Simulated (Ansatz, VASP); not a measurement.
## Br in VASP and in Ansatz

```xyz
1
Lattice="2.2535 0.0000 0.0000 0.0000 2.2535 0.0000 0.0000 0.0000 2.2535" Properties=species:S:1:pos:R:3 pbc="T T T"
Br    0.0000    0.0000    0.0000
```

Alike in both runs: task single point; functional LDA; k mesh 12 × 12 × 12; occupations fermi-dirac, width 0.1 eV; no spin polarisation.

|  | VASP | Ansatz |
| --- | --- | --- |
| version | VASP 6.6.1 | Ansatz 0.2.0 |
| potentials or method | VASP PAW LDA potentials, release 64 (Br) | PAW with other files of Ansatz's library (level accurate), scalar-relativistic |
| plane-wave cutoff (eV) | 520 | 800 |
| valence electrons in the cell | 7 | 17 |

```tsv
	VASP	Ansatz	Ansatz less VASP
pressure (GPa)	229.9	228.0	-1.92
```

The two sets of potentials don't hold the same shells in valence.

Caveats: the cell as given lies far from equilibrium; so large a pressure means that the cell lies far from this level's equilibrium, or that cutoff or potentials fall short (VASP); an odd number of electrons without spin polarisation forces a metal; a magnetic or distorted state may lie lower.
